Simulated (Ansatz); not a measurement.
**N started in the widest void in wurtzite AlN, 97 atoms, charge +1**

All numbers come from Ansatz (PAW, plane waves, no spin–orbit coupling) at the single k point (¼, ¼, ¼) without its symmetry partners. The atoms were relaxed with PBEsol in a fixed cell; other functionals are single points on those atoms unless said otherwise. The valence top and gap of the host come from its small cell on a dense mesh, with the band extrema sought between the mesh points, lined up by the mean potential, PBEsol gap 4.09 eV, HSE06 gap 5.54 eV. The charge correction uses an assumed dielectric constant of 8.5.

Cell: a = 9.341 Å, b = 10.787 Å, c = 9.967 Å, α = 90.00°, β = 90.00°, γ = 90.00°.

Nearest atoms after relaxation, from the placed atom (for vacancies from the middle of the vacant sites): N at 1.28 Å, Al at 1.87 Å, Al at 1.89 Å, Al at 2.61 Å, N at 2.66 Å, Al at 2.69 Å, Al at 2.73 Å, N at 2.73 Å.

Chemical potentials μ are those of reference phases of the elements at zero temperature by the same functional (the usual solids, diamond for C, grey Sn, and the molecules H2, N2, O2, F2, Cl2, Br2 and S8).

```
functional  E(defect) − E(host) − Σ nμ + q·E_VBM (eV)  monopole (eV)  alignment (eV)  formation energy at E_F = VBM (eV)  moment (μB)            wall time, shared host
    PBEsol                                       3.44           0.24            0.01                                3.69  0 (no spin)  67 s on NVIDIA H100 (relaxation)
     HSE06                                       3.20           0.24            0.02                                3.46  0 (no spin)               65 s on NVIDIA H100
```

HSE06 one-electron levels near the gap (the ten most localised at most), from the host's valence top, not corrected for the charge's images:

| level (eV) | spin | filling | atoms sharing it | element of the atom with most weight |
| --- | --- | --- | --- | --- |
| -0.25 | both | 2.00 | 54.0 | spread |
| -0.16 | both | 2.00 | 50.9 | spread |
| 0.87 | both | 2.00 | 4.4 | N |
| 2.50 | both | 0.00 | 3.9 | N |

The runs had no spin polarisation though PBEsol leaves holes or close levels at the Fermi level; a state of higher spin may be lower.

All elements are taken at their own reference at once; growth conditions in equilibrium with the host shift these energies, by up to the host's formation enthalpy.

One k point and a cell of this size can leave errors of several tenths of an eV in such numbers.

The added N does not remain an isolated interstitial but bonds to a lattice N at 1.28 Å, probably forming a split interstitial in which two N atoms share one anion site. This distance is close to that of an N=N double bond, and the Al contacts at 1.87 and 1.89 Å are ordinary Al–N bonds. Electron counting supports this picture: a pair replacing nitride in the +1 state is formally N₂²⁻, with two electrons in the π* shell. The localised N levels, filled at 0.87 eV and empty at 2.50 eV, are then most naturally the two π* components, whose degeneracy in the free molecule is lifted by the unequal Al surroundings. The first lies low in the HSE06 gap and the second near its middle.

The formation energies of 3.69 eV (PBEsol) and 3.46 eV (HSE06) apply with the Fermi level at the valence top, and the cost of this positive state rises as the Fermi level moves up. With only one charge state computed, neither donor nor acceptor transition levels can be assigned.
